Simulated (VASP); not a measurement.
# SnTe (Fm-3m) in VASP: a series of runs, part 2 of 2

VASP 6.6.1. The steps go on from the part before.

**3. Single point, LDA**

This run uses another cell than the first one, of 30.03 Å³/atom, 1.043 times its volume.

File INCAR:

```
PREC = Accurate ; ENCUT = 500
EDIFF = 1E-6 ; ISMEAR = 0
SIGMA = 0.01 ; LREAL = F
LASPH = T ; NELM = 120
ALGO = Normal ; ISIF = 2
LWAVE = F ; LCHARG = F
NBANDS = 17 ; GGA_COMPAT = F
```

File KPOINTS:

```
Automatic mesh
0
Gamma
  6 6 6
```

File POSCAR:

```
SnTe
1.0
    0.0000000000      3.1082657258      3.1082657258
    3.1082657258      0.0000000000      3.1082657258
    3.1082657258      3.1082657258      0.0000000000
Sn Te
1 1
Direct
    0.0000000000      0.0000000000      0.0000000000
    0.5000000000      0.5000000000      0.5000000000
```

Potentials or basis: VASP PAW LDA potentials, release 64 (Sn_d, Te).

On the command line:

```
$ cat potpaw_LDA.64/Sn_d/POTCAR potpaw_LDA.64/Te/POTCAR > POTCAR
$ mpirun -np 1 vasp_std > vasp.out
```

OUTCAR:

```text
PREC = Accurate
   ENCUT = 500
   EDIFF = 1E-6
   ISMEAR = 0
   LREAL = F
   LASPH = T
   NELM = 120
   ISIF = 2

 ion  position               nearest neighbor table
   1  0.000  0.000  0.000-   2 3.11   2 3.11   2 3.11   2 3.11   2 3.11   2 3.11
   2  0.500  0.500  0.500-   1 3.11   1 3.11   1 3.11   1 3.11   1 3.11   1 3.11

  LATTYP: Found a face centered cubic cell.
 ALAT       =     6.2165314516

  Lattice vectors:

 A1 = (   0.0000000000,   3.1082657258,   3.1082657258)
 A2 = (   3.1082657258,   0.0000000000,   3.1082657258)
 A3 = (   3.1082657258,   3.1082657258,   0.0000000000)

Analysis of symmetry for initial positions (statically):
=====================================================================
 Subroutine PRICEL returns:
 Original cell was already a primitive cell.

 Routine SETGRP: Setting up the symmetry group for a
 face centered cubic supercell.

 Subroutine GETGRP returns: Found 48 space group operations
 (whereof 48 operations were pure point group operations)
 out of a pool of 48 trial point group operations.

The static configuration has the point symmetry O_h .

[... 148 lines left out ...]

  energy without entropy =       -8.83309870  energy(sigma->0) =       -8.83309870

 E-fermi :   7.2329     XC(G=0):  -9.9216

 val. band max:        7.1828833755   @ k =   0.5000   0.0000   0.0000
 cond. band min:       7.4206819099   @ k =   0.5000   0.0000   0.0000
 fundamental gap:      0.2377985343
 Fermi energy:         7.2329038913

 k-point     1 :       0.0000    0.0000    0.0000
  band No.  band energies     occupation
      1     -14.5726      2.00000
      2     -14.5726      2.00000
      3     -14.5605      2.00000
      4     -14.5605      2.00000
      5     -14.5605      2.00000
      6      -5.8682      2.00000
[... 297 lines left out ...]
      4     -14.5520      2.00000
      5     -14.5473      2.00000
      6      -4.0657      2.00000
[... 9 lines left out ...]
     16      17.5328      0.00000
     17      18.5488      0.00000

------------------------ aborting loop because EDIFF is reached ----------------------------------------

  FORCE on cell =-STRESS in cart. coord.  units (eV):
  Direction    XX          YY          ZZ          XY          YZ          ZX
  --------------------------------------------------------------------------------------
  -------------------------------------------------------------------------------------
  Total        0.1933255      0.1933255      0.1933255      0.0000000      0.0000000     -0.0000000
  in kB        5.1572153      5.1572153      5.1572153      0.0000000      0.0000000     -0.0000000
  external PRESSURE =       5.1572153 kB  Pullay stress =       0.0000000 kB

 VOLUME and BASIS-vectors are now :
 -----------------------------------------------------------------------------
  energy-cutoff  :      500.00
  volume of cell :       60.06
      direct lattice vectors                 reciprocal lattice vectors
     0.000000000  3.108265726  3.108265726    -0.160861408  0.160861408  0.160861408
     3.108265726  0.000000000  3.108265726     0.160861408 -0.160861408  0.160861408
     3.108265726  3.108265726  0.000000000     0.160861408  0.160861408 -0.160861408

 POSITION                                       TOTAL-FORCE (eV/Angst)
 -----------------------------------------------------------------------------------
      0.00000      0.00000      0.00000         0.000000      0.000000      0.000000
      3.10827      3.10827      3.10827        -0.000000     -0.000000     -0.000000
 -----------------------------------------------------------------------------------
    total drift:                                0.000000     -0.000000     -0.000000

  FREE ENERGIE OF THE ION-ELECTRON SYSTEM (eV)
  ---------------------------------------------------
  free  energy   TOTEN  =        -8.8330987047 eV

  energy  without entropy=       -8.8330987047  energy(sigma->0) =       -8.83309870
```

It took 18 s on 1 thread of Intel Xeon 8259CL, shared host; peak memory 0.16 GiB.

Results:

```yaml
Free_energy: -8.8331 eV
Pressure: 0.5 GPa
Band_gap_on_the_k_mesh: 0.24 eV, direct
```

Levels at points of the mesh, in eV from the valence-band top:
```csv
k point,band 6,band 7,band 8,band 9,band 10,band 11,band 12,band 13,band 14,band 15
"(0.00, 0.00, 0.00)",-13.05,-4.55,-2.16,-2.16,-2.16,3.45,3.45,3.45,4.78,4.78
"(0.50, 0.00, 0.00)",-11.66,-8.53,-1.79,-1.79,0.00,0.24,0.35,0.35,7.91,8.93
"(0.50, 0.50, 0.00)",-11.32,-6.52,-5.79,-3.85,-3.85,2.09,5.13,5.13,6.69,9.22
```

Caveat: spin-orbit coupling is left out, which moves the levels of the heavy elements.

**4. Single point, LDA**

This run uses another cell than the first one, of 32.53 Å³/atom, 1.130 times its volume.

File INCAR:

```
SYSTEM = SnTe
PREC = Accurate
ENCUT = 500
EDIFF = 1E-6
ISMEAR = 0
SIGMA = 0.01
LREAL = .FALSE.
LASPH = .TRUE.
NELM = 120
ALGO = Normal
ISIF = 2
LWAVE = .FALSE.
LCHARG = .FALSE.
GGA = CA
NBANDS = 17
GGA_COMPAT = .FALSE.
```

File KPOINTS:

```
regular mesh
0
G
  6 6 6
  0 0 0
```

File POSCAR:

```
SnTe
1.0
    0.0000000000      3.1923133075      3.1923133075
    3.1923133075      0.0000000000      3.1923133075
    3.1923133075      3.1923133075      0.0000000000
Sn Te
1 1
Direct
    0.0000000000      0.0000000000      0.0000000000
    0.5000000000      0.5000000000      0.5000000000
```

Potentials or basis: VASP PAW LDA potentials, release 64 (Sn_d, Te).

On the command line:

```
$ cat potpaw_LDA.64/Sn_d/POTCAR potpaw_LDA.64/Te/POTCAR > POTCAR
$ mpirun -np 1 vasp_std > vasp.out
```

OUTCAR:

```text
SYSTEM = SnTe
   PREC = Accurate
   ENCUT = 500
   EDIFF = 1E-6
   ISMEAR = 0
   LREAL = .FALSE.
   LASPH = .TRUE.
   NELM = 120
   ISIF = 2
   GGA = CA

 ion  position               nearest neighbor table
   1  0.000  0.000  0.000-   2 3.19   2 3.19   2 3.19   2 3.19   2 3.19   2 3.19
   2  0.500  0.500  0.500-   1 3.19   1 3.19   1 3.19   1 3.19   1 3.19   1 3.19

  LATTYP: Found a face centered cubic cell.
 ALAT       =     6.3846266150

  Lattice vectors:

 A1 = (   0.0000000000,   3.1923133075,   3.1923133075)
 A2 = (   3.1923133075,   0.0000000000,   3.1923133075)
 A3 = (   3.1923133075,   3.1923133075,   0.0000000000)

Analysis of symmetry for initial positions (statically):
=====================================================================
 Subroutine PRICEL returns:
 Original cell was already a primitive cell.

 Routine SETGRP: Setting up the symmetry group for a
 face centered cubic supercell.

 Subroutine GETGRP returns: Found 48 space group operations
 (whereof 48 operations were pure point group operations)
 out of a pool of 48 trial point group operations.

The static configuration has the point symmetry O_h .

[... 151 lines left out ...]

 E-fermi :   6.2214     XC(G=0):  -9.5718

 val. band max:        6.2167593058   @ k =   0.5000   0.0000   0.0000
 cond. band min:       6.2261297838   @ k =   0.5000   0.0000   0.0000
 fundamental gap:      0.0093704779
 Fermi energy:         6.2214445448

 k-point     1 :       0.0000    0.0000    0.0000
  band No.  band energies     occupation
      1     -15.5379      2.00000
      2     -15.5379      2.00000
      3     -15.5306      2.00000
      4     -15.5306      2.00000
      5     -15.5306      2.00000
      6      -6.2893      2.00000
[... 297 lines left out ...]
      4     -15.5246      2.00000
      5     -15.5213      2.00000
      6      -4.7836      2.00000
[... 9 lines left out ...]
     16      16.1623      0.00000
     17      17.3519      0.00000

------------------------ aborting loop because EDIFF is reached ----------------------------------------

  FORCE on cell =-STRESS in cart. coord.  units (eV):
  Direction    XX          YY          ZZ          XY          YZ          ZX
  --------------------------------------------------------------------------------------
  -------------------------------------------------------------------------------------
  Total       -1.2565582     -1.2565582     -1.2565582      0.0000000      0.0000000      0.0000000
  in kB      -30.9418788    -30.9418788    -30.9418788      0.0000000      0.0000000      0.0000000
  external PRESSURE =     -30.9418788 kB  Pullay stress =       0.0000000 kB

 VOLUME and BASIS-vectors are now :
 -----------------------------------------------------------------------------
  energy-cutoff  :      500.00
  volume of cell :       65.06
      direct lattice vectors                 reciprocal lattice vectors
     0.000000000  3.192313308  3.192313308    -0.156626231  0.156626231  0.156626231
     3.192313308  0.000000000  3.192313308     0.156626231 -0.156626231  0.156626231
     3.192313308  3.192313308  0.000000000     0.156626231  0.156626231 -0.156626231

 POSITION                                       TOTAL-FORCE (eV/Angst)
 -----------------------------------------------------------------------------------
      0.00000      0.00000      0.00000         0.000000      0.000000      0.000000
      3.19231      3.19231      3.19231        -0.000000      0.000000     -0.000000
 -----------------------------------------------------------------------------------
    total drift:                               -0.000000      0.000000      0.000000

  FREE ENERGIE OF THE ION-ELECTRON SYSTEM (eV)
  ---------------------------------------------------
  free  energy   TOTEN  =        -8.7891032443 eV

  energy  without entropy=       -8.7889354692  energy(sigma->0) =       -8.78901936
```

It took 31 s on 1 thread of Intel Xeon 8259CL, shared host; peak memory 0.18 GiB.

Results:

| Property | Result |
| --- | --- |
| Free energy | -8.7891 eV |
| Pressure | -3.1 GPa |
| Band gap on the k mesh | 0.01 eV, direct |

Levels at points of the mesh, in eV from the valence-band top:
```csv
k point,band 7,band 8,band 9,band 10,band 11,band 12,band 13,band 14
"(0.00, 0.00, 0.00)",-4.91,-1.99,-1.99,-1.99,3.23,3.23,3.23,4.87
"(0.50, 0.00, 0.00)",-8.15,-1.65,-1.65,0.00,0.01,0.42,0.42,7.66
"(0.50, 0.50, 0.00)",-6.49,-5.26,-3.51,-3.51,2.35,4.69,4.69,6.03
```

Caveat: spin-orbit coupling is left out, which moves the levels of the heavy elements.

**5. The runs side by side**

```csv
cell,gap on the mesh (eV),pressure (GPa)
"a = 4.334 Å, angles 60.0°, 2 atoms",0.30,3.1
"a = 4.396 Å, angles 60.0°, 2 atoms",0.24,0.5
"a = 4.515 Å, angles 60.0°, 2 atoms",0.01,-3.1
```

Alike in all rows: task single point; level LDA; potentials or basis VASP PAW LDA potentials, release 64 (Sn_d, Te); no spin polarisation; k mesh 6 × 6 × 6; cutoff (eV) 500; smearing gaussian 0.01 eV.

Caveats: spin-orbit coupling is left out, which moves the levels of the heavy elements.

Absolute energies hang on the potentials; compare differences alone.

**6. Comparison with measurements**

Step 3. A measured gap of SnTe is 0.18 eV (direct; 300 K; a printed reference work, textbook); the calculated 0.24 eV misses it by +0.06 eV. Spin-orbit coupling on Sn, Te is left out. The value is that of LDA on a finite k mesh, which can miss the band edges, without temperature or zero-point motion.
